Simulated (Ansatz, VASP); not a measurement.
Given: the input of a run of VASP 6.6.1 on TaAs.

File INCAR:

```
SYSTEM = TaAs
PREC     = Accurate       ! precision mode
ENCUT    = 520            ! plane-wave cutoff, eV
EDIFF    = 1E-6           ! SCF threshold, eV
ISMEAR   = -1             ! smearing method
SIGMA    = 0.05           ! smearing width, eV
LREAL    = .FALSE.        ! projectors in reciprocal space
LASPH    = .TRUE.         ! aspherical terms in the spheres
NELM     = 100            ! most SCF steps
ALGO     = Normal         ! electronic algorithm
ISIF     = 2              ! what is computed and relaxed
LWAVE    = .FALSE.        ! write WAVECAR
LCHARG   = .FALSE.        ! write CHGCAR
GGA      = PE             ! functional
```

File KPOINTS:

```
regular mesh
0
G
  8 8 8
  0 0 0
```

File POSCAR:

```
TaAs
1.0
   -1.7045952286      1.7045952286      5.8679415361
    1.7045952286     -1.7045952286      5.8679415361
    1.7045952286      1.7045952286     -5.8679415361
Ta As
2 2
Direct
    0.4999673000      0.4999673000      0.0000000000
    0.2499673000      0.7499673000      0.5000000000
    0.0826321200      0.0826321200      0.0000000000
    0.8326321200      0.3326321200      0.5000000000
```

Potentials or basis: VASP PAW PBE potentials, release 64 (Ta_pv, As).

Launch:

```sh
$ cat potpaw_PBE.64/Ta_pv/POTCAR potpaw_PBE.64/As/POTCAR > POTCAR
$ mpirun -np 1 vasp_std > vasp.out
```

Task: Translate it to Ansatz 0.2.0. Potentials there: Ansatz PAW.

Result: As run (the cutoff follows the program's own potentials):

The input input.yaml:

```yaml
crystal:
  lattice:
    - [-1.7045952286, 1.7045952286, 5.8679415361]
    - [1.7045952286, -1.7045952286, 5.8679415361]
    - [1.7045952286, 1.7045952286, -5.8679415361]
  atoms:
    - { symbol: Ta, position: [0.4999673, 0.4999673, 0.0] }
    - { symbol: Ta, position: [0.2499673, 0.7499673, 0.5] }
    - { symbol: As, position: [0.08263212, 0.08263212, 0.0] }
    - { symbol: As, position: [0.83263212, 0.33263212, 0.5] }
hamiltonian:
  xc: pbe
  pseudopotentials: { kind: paw }
kpoints:
  mp_grid: { grid: [8, 8, 8] }
scf:
  occupations: { method: fermi_dirac, width: 0.05 }
output:
  forces: true
  stress: true
  eigenvalues: true
```

Potentials or basis: Ansatz PAW.

Run with:

```bash
$ ansatz run input.yaml --threads 2 --pin off --max-ram 5632MiB --backend cpu --events-out ev --progress --plain --runs-dir out
```

Both were run:

|  | VASP | Ansatz | Ansatz less VASP |
| --- | --- | --- | --- |
| gap on the k mesh at the Fermi level (eV) | none | none | - |
| pressure (GPa) | 6.8 | 6.3 | -0.53 |
| largest component of the traceless stress (GPa) | 2.13 | 2.05 | -0.078 |
| rms of the force components (eV/Å) | 0.025 | 0.025 | +0.0005 |

Atom by atom the forces differ by 0.000 eV/Å (rms over components). A gap of «none» marks a metal or a gap that the smearing closes. The functional is the same, so the differences come from potentials, cutoffs and numerics. The two sets of potentials don't hold the same shells in valence.

The runs have no spin-orbit coupling, so splittings on Ta are missing.
